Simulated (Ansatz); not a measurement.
# CuAu (P4/mmm) in Ansatz: a series of runs

The runs below take CuAu through single point, equation of state, with PBEsol.

All numbers are computed with Ansatz 0.2.0; they aren't measurements. Logs are shortened: lines on timing, memory, paths and dates and some standing lists are left out, and cuts for length are marked.

### 1 The crystal as given

The structure is tetragonal, space group P4/mmm (No. 123). Conventional cell: a = 2.811 Å, b = 2.811 Å, c = 3.685 Å, α = 90.00°, β = 90.00°, γ = 90.00°. Au (site symmetry 4/mmm) is surrounded by 8 Cu at 2.71 Å and 4 Au at 2.81 Å. Cu (site symmetry 4/mmm) has 8 Au at 2.71 Å and 4 Cu at 2.81 Å as nearest neighbours.

### 2 Single point, PBEsol, 13.68 Å³/atom (volume scaled by 0.94)

File input.yaml:

```yaml
crystal:
  lattice:
    - [2.7533711214, 0.0, 0.0]
    - [0.0, 2.7533711214, 0.0]
    - [0.0, 0.0, 3.6097748106]
  atoms:
    - { symbol: Au, position: [0.0, 0.0, 0.0] }
    - { symbol: Cu, position: [0.5, 0.5, 0.5] }
hamiltonian:
  xc: pbesol
  pseudopotentials: { kind: paw }
kpoints:
  mp_grid: { grid: [9, 9, 7] }
scf:
  occupations: { method: fermi_dirac, width: 0.05 }
output:
  forces: true
  stress: true
  eigenvalues: true
```

Potentials or basis: Ansatz PAW.

Run with:

```console
$ ansatz run input.yaml --threads 2 --pin off --max-ram 5632MiB --backend cpu --events-out ev --progress --plain --runs-dir out
```

Log:

```text
Warning: RAYON_NUM_THREADS=2 ignored (pool sized by the plan → 2); use --threads N
Engine: ansatz 0.2.0, x86_64-unknown-linux-gnu
Pseudopotentials: kind: paw
Pseudopotential: Au, paw, valence charge 19, recommended cutoff 420 eV (normal), Au.paw.azcp
Pseudopotential: Cu, paw, valence charge 19, recommended cutoff 420 eV (normal), Cu.paw.azcp
Functional definition: PBEsol
  exchange = pbesol_x
  correlation = pbesol_c
Crystal: 2 atoms, lattice volume = 27.366 Å³
Basis set: ecut = 420 eV, 537 PW (Γ), exchange–correlation on 40×40×50 points (8 copies of the dense FFT grid, shifted against one another)
Bands: 23, of which v1, the nominal top of the filled ones, is band 19 counted from 1 (18 counted from 0)
Symmetry: 16 space group operations
Space group: P4/mmm (ITA 123), of the structure as read, at distance tolerance 3.0e-5 Å
k-points: 60 of 567
Non-local potential: Au, projectors of the file, l = 0: 3, l = 1: 2, l = 2: 2, l = 3: 1
Non-local potential: Cu, projectors of the file, l = 0: 3, l = 1: 2, l = 2: 3, l = 3: 1
PAW form: soft (Blöchl's): semilocal exchange-correlation on the pseudo side does not see the compensation charge
PAW frozen core: Au, regenerated for the run's functional, and the local potential with it (the file was generated under x = pbe(κ = 0.804, μ = 0.2195149727645171), c = pbe(β = 0.06672455060314922))
PAW frozen core: Cu, regenerated for the run's functional, and the local potential with it (the file was generated under x = pbe(κ = 0.804, μ = 0.2195149727645171), c = pbe(β = 0.06672455060314922))
PAW one-centre angular grid: Au, 590 points (default); XC on 64 Gauss nodes
PAW one-centre angular grid: Cu, 590 points (default); XC on 64 Gauss nodes
Initial density: superposition of atomic densities (neutral atoms: chi_scale 0, normalization atom), corrected by the library's trained network
Initial wavefunctions: pseudopotential atomic-orbital guess
Functional: x = pbesol(κ = 0.804, μ = 0.12345679012345678), c = pbesol(β = 0.046)
SCF iter   1: F=—  HF=-19595.985050 eV  |F-HF|=—  |Δ(HF+E_count)|=         —  Δρ=1.62e-2  dr2=4.21e-2  ethr=1.77e-3  ⟨swp⟩=5.4  Hψ=5289  notcnv=0
preconditioner: auto → Kerker (q_TF=auto, 2.882 Å⁻¹)  [metal: Δε(μ)=0.090 eV  Ē_g=11.137 eV  σ=0.050 eV  W_gap=0.40  n_scr=14 (ndim 8)  ℏωp=33.3 eV  f_vac=0.000  D(μ)=0.45/eV (n_scr^D=0)]
SCF iter   2: F=—  HF=-19595.977244 eV  |F-HF|=—  |Δ(HF+E_count)|=   7.81e-3  Δρ=2.94e-3  dr2=1.85e-3  ethr=1.11e-4  ⟨swp⟩=2.0  Hψ=2414  notcnv=0  defer=3
SCF iter   3: F=—  HF=-19595.976581 eV  |F-HF|=—  |Δ(HF+E_count)|=   6.63e-4  Δρ=2.14e-3  dr2=1.00e-3  ethr=4.86e-6  ⟨swp⟩=2.6  Hψ=2413  notcnv=0  defer=3
SCF iter   4: F=—  HF=-19595.976279 eV  |F-HF|=—  |Δ(HF+E_count)|=   3.02e-4  Δρ=3.11e-4  dr2=3.24e-5  ethr=2.64e-6  ⟨swp⟩=2.3  Hψ=1894  notcnv=0  defer=3
SCF iter   5: F=—  HF=-19595.976309 eV  |F-HF|=—  |Δ(HF+E_count)|=   3.01e-5  Δρ=1.16e-4  dr2=3.44e-6  ethr=8.53e-8  ⟨swp⟩=2.0  Hψ=1874  notcnv=0  defer=3
SCF iter   6: F=—  HF=-19595.976308 eV  |F-HF|=—  |Δ(HF+E_count)|=   9.89e-7  Δρ=2.84e-5  dr2=3.73e-7  ethr=9.04e-9  ⟨swp⟩=2.4  Hψ=2413  notcnv=0  defer=3
SCF iter   7: F=-19595.976308 eV  HF=-19595.976308 eV  |F-HF|=6.80e-8  |Δ(HF+E_count)|=   7.45e-8  Δρ=1.28e-5  dr2=8.73e-8  ethr=2.63e-10  ⟨swp⟩=4.7  Hψ=5279  notcnv=0
SCF 1 converged in 7 iterations: F = -19595.976308 eV  dr2 = 8.73e-8
SCF converged after 7 iterations
Free energy (F): -19595.976308 eV
Harris-Foulkes:  -19595.976308 eV  (|F-HF|=6.80e-8)
Internal energy: -19595.972721 eV  (E = F + TS)
E sigma→0 (E₀):  -19595.974514 eV
Entropy (-TS):   -0.003587 eV (-1.793 meV/atom)
Fermi energy:    20.362237 eV
--- Per-component energies (eV) ---
  E_band       = -510.941591
  E_kinetic    = 906.601379
  E_local      = -5693.984801  (includes V_loc(G=0)·N_el)
  E_nonlocal   = 472.467306
  E_hartree    = 2507.266402
  E_xc         = -316.659277
  E_vxc        = -391.416352  (∫ρ·V_xc dr)
  E_paw        = -11195.219080  (= ΣΔE_a)
  E_vpaw       = -819.150394  (= ΣTr[D̂ρ^β])
  E_aug_tail   = 0.001576  (compensation charges beyond the density's cutoff)
  E_ewald      = -6276.961907
  E_core_change = 0.515681  (= ΣΔE_core)
  E_smearing   = -0.003587  (= −TS)
  E_closure    = 0.000000  (closes the sum)
  Σ components = -19595.976308   (vs F -19595.976308, Δ=0.00e0)
--- Forces (eV/Å), atoms counted from 1 ---
  atom   1  Au    -0.00000000     0.00000000     0.00000000
  atom   2  Cu     0.00000000    -0.00000000    -0.00000000
  max |Σ_I F_I| component: 1.78e-28 eV/Å
--- Stress (GPa, compression-positive) ---
        7.616141      -0.000000      -0.000000
       -0.000000       7.616141      -0.000000
       -0.000000      -0.000000       6.434451
  P = ⅓ Tr σ = 7.2222 GPa (72.222 kbar)
--- Band table (eV; the first three rows and the last of 60) ---
  k-point 0: bands = ["-91.7089", "-85.7194", "-49.2533", "-49.2343", "-49.2343", "-37.0977", "-37.0243", "-37.0243", "9.9427", "13.2663", "13.4224", "16.0839", "16.0839", "17.2832", "17.3652", "18.1558", "18.6638", "18.9146", "18.9146", "22.3384", "28.9726", "30.5946", "30.5946"]
  k-point 1: bands = ["-91.7089", "-85.7194", "-49.2534", "-49.2343", "-49.2343", "-37.0992", "-37.0243", "-37.0243", "10.2023", "13.3163", "13.5152", "16.1409", "16.1409", "17.2872", "17.3292", "18.0766", "18.6110", "18.7371", "18.7371", "20.9745", "30.7117", "31.1105", "31.1105"]
  k-point 2: bands = ["-91.7089", "-85.7194", "-49.2535", "-49.2343", "-49.2343", "-37.1026", "-37.0243", "-37.0243", "10.9082", "13.4357", "13.7462", "16.2961", "16.2961", "17.1050", "17.4494", "17.8059", "18.3290", "18.3290", "18.4757", "18.7718", "32.5248", "32.5248", "33.9448"]
  k-point 59: bands = ["-91.7058", "-85.7034", "-49.2554", "-49.2553", "-49.2496", "-37.2002", "-37.1999", "-37.0693", "13.3291", "14.1917", "14.2700", "16.2621", "16.9222", "16.9227", "17.3918", "18.1455", "18.6523", "18.6620", "24.0110", "25.6423", "25.8354", "26.7835", "28.0621"]
```

Run time: 1.9 s. Hardware: 2 threads of AMD EPYC (Zen 3), shared host; peak memory 0.35 GiB.

Results:

```yaml
Free_energy: -19595.9763 eV
Pressure: 7.2 GPa
Band_gap_on_the_k_mesh: none (metal or under the smearing width)
```

Caveat: the PAW data sets come from PBE, with cores solved anew for the run's functional, which leaves a small shift of forces and pressure.

### 3 Single point, PBEsol, 13.97 Å³/atom (volume scaled by 0.96)

input.yaml, as its differences from that of step 2:

```diff
@@ -2,5 +2,5 @@
   lattice:
-    - [2.7533711214, 0.0, 0.0]
-    - [0.0, 2.7533711214, 0.0]
-    - [0.0, 0.0, 3.6097748106]
+    - [2.7727616977, 0.0, 0.0]
+    - [0.0, 2.7727616977, 0.0]
+    - [0.0, 0.0, 3.6351965976]
   atoms:
```

Potentials or basis: Ansatz PAW.

Run with:

```console
$ ansatz run input.yaml --threads 2 --pin off --max-ram 5632MiB --backend cpu --events-out ev --progress --plain --runs-dir out
```

Run time: 1.9 s. Hardware: 2 threads of AMD EPYC (Zen 3), shared host; peak memory 0.35 GiB.

It converged, with:

| Quantity | Value |
| --- | --- |
| Free energy | -19595.9947 eV |
| Pressure | 3.0 GPa |
| Band gap on the k mesh | none (metal or under the smearing width) |

Caveat: the PAW data sets come from PBE, with cores solved anew for the run's functional, which leaves a small shift of forces and pressure.

### 4 Single point, PBEsol, 14.27 Å³/atom (volume scaled by 0.98)

input.yaml, as its differences from that of step 3:

```diff
@@ -2,5 +2,5 @@
   lattice:
-    - [2.7727616977, 0.0, 0.0]
-    - [0.0, 2.7727616977, 0.0]
-    - [0.0, 0.0, 3.6351965976]
+    - [2.7918847965, 0.0, 0.0]
+    - [0.0, 2.7918847965, 0.0]
+    - [0.0, 0.0, 3.6602677112]
   atoms:
```

Run with:

```console
$ ansatz run input.yaml --threads 2 --pin off --max-ram 5632MiB --backend cpu --events-out ev --progress --plain --runs-dir out
```

Wall time 2 s (2 threads of AMD EPYC (Zen 3), shared host); peak memory 0.35 GiB.

It converged, with:

```
Free energy            : -19595.9987 eV
Pressure               : -0.7 GPa
Band gap on the k mesh : none (metal or under the smearing width)
```

Caveat: the PAW data sets come from PBE, with cores solved anew for the run's functional, which leaves a small shift of forces and pressure.

### 5 Single point, PBEsol, 14.56 Å³/atom

input.yaml, as its differences from that of step 4:

```diff
@@ -2,5 +2,5 @@
   lattice:
-    - [2.7918847965, 0.0, 0.0]
-    - [0.0, 2.7918847965, 0.0]
-    - [0.0, 0.0, 3.6602677112]
+    - [2.8107494552, 0.0, 0.0]
+    - [0.0, 2.8107494552, 0.0]
+    - [0.0, 0.0, 3.685]
   atoms:
```

Run with:

```console
$ ansatz run input.yaml --threads 2 --pin off --max-ram 5632MiB --backend cpu --events-out ev --progress --plain --runs-dir out
```

Run time: 1.9 s. Hardware: 2 threads of AMD EPYC (Zen 3), shared host; peak memory 0.35 GiB.

Results (log left out):

```
Free energy            : -19595.9901 eV
Pressure               : -4.0 GPa
Band gap on the k mesh : none (metal or under the smearing width)
```

Caveat: the PAW data sets come from PBE, with cores solved anew for the run's functional, which leaves a small shift of forces and pressure.

### 6 Single point, PBEsol, 14.85 Å³/atom (volume scaled by 1.02)

input.yaml, as its differences from that of step 5:

```diff
@@ -2,5 +2,5 @@
   lattice:
-    - [2.8107494552, 0.0, 0.0]
-    - [0.0, 2.8107494552, 0.0]
-    - [0.0, 0.0, 3.685]
+    - [2.8293642325, 0.0, 0.0]
+    - [0.0, 2.8293642325, 0.0]
+    - [0.0, 0.0, 3.7094046847]
   atoms:
```

Potentials or basis: Ansatz PAW.

Run with:

```console
$ ansatz run input.yaml --threads 2 --pin off --max-ram 5632MiB --backend cpu --events-out ev --progress --plain --runs-dir out
```

Wall time 1.8 s (2 threads of AMD EPYC (Zen 3), shared host); peak memory 0.35 GiB.

The run converged. Its results:

- Free energy: -19595.9704 eV
- Pressure: -6.8 GPa
- Band gap on the k mesh: none (metal or under the smearing width)

Caveat: the PAW data sets come from PBE, with cores solved anew for the run's functional, which leaves a small shift of forces and pressure.

### 7 Single point, PBEsol, 15.14 Å³/atom (volume scaled by 1.04)

input.yaml, as its differences from that of step 6:

```diff
@@ -2,5 +2,5 @@
   lattice:
-    - [2.8293642325, 0.0, 0.0]
-    - [0.0, 2.8293642325, 0.0]
-    - [0.0, 0.0, 3.7094046847]
+    - [2.8477372423, 0.0, 0.0]
+    - [0.0, 2.8477372423, 0.0]
+    - [0.0, 0.0, 3.7334924031]
   atoms:
```

Run with:

```console
$ ansatz run input.yaml --threads 2 --pin off --max-ram 5632MiB --backend cpu --events-out ev --progress --plain --runs-dir out
```

Wall time 1.8 s (2 threads of AMD EPYC (Zen 3), shared host); peak memory 0.35 GiB.

It converged, with:

* Free energy: -19595.9411 eV
* Pressure: -9.3 GPa
* Band gap on the k mesh: none (metal or under the smearing width)

Caveat: the PAW data sets come from PBE, with cores solved anew for the run's functional, which leaves a small shift of forces and pressure.

### 8 Single point, PBEsol, 15.43 Å³/atom (volume scaled by 1.06)

input.yaml, as its differences from that of step 7:

```diff
@@ -2,5 +2,5 @@
   lattice:
-    - [2.8477372423, 0.0, 0.0]
-    - [0.0, 2.8477372423, 0.0]
-    - [0.0, 0.0, 3.7334924031]
+    - [2.8658761851, 0.0, 0.0]
+    - [0.0, 2.8658761851, 0.0]
+    - [0.0, 0.0, 3.7572732506]
   atoms:
@@ -19 +19,5 @@
   eigenvalues: true
+  write_density: true
+  write_potential: true
+  elf: true
+  volumetric_format: npy
```

Run with:

```console
$ ansatz run input.yaml --threads 2 --pin off --max-ram 5632MiB --backend cpu --events-out ev --progress --plain --runs-dir out
```

Run time: 2.4 s. Hardware: 2 threads of AMD EPYC (Zen 3), shared host; peak memory 0.36 GiB.

It converged, with:

```yaml
Free_energy: -19595.9033 eV
Pressure: -11.4 GPa
Band_gap_on_the_k_mesh: none (metal or under the smearing width)
```

Caveat: the PAW data sets come from PBE, with cores solved anew for the run's functional, which leaves a small shift of forces and pressure.

### 9 Equation of state, PBEsol

Potentials or basis: Ansatz PAW.

This step only gathers the single runs of the series.

Results:

* Equilibrium volume: 14.21 Å³/atom
* Bulk modulus at fixed shape and positions: 174 GPa
* Pressure derivative of the bulk modulus: 5.5

Energy against volume, from the lowest point:
| volume (Å³/atom) | energy (meV/atom) |
| --- | --- |
| 13.683 | 11.19 |
| 13.974 | 1.99 |
| 14.265 | 0.00 |
| 14.556 | 4.32 |
| 14.847 | 14.15 |
| 15.139 | 28.81 |
| 15.430 | 47.68 |

Caveat: the cell was scaled at fixed shape and fractional positions, which overstates the stiffness of a crystal with free parameters, most of all of layers and chains. Spin-orbit coupling is left out, which matters for the levels of Au.
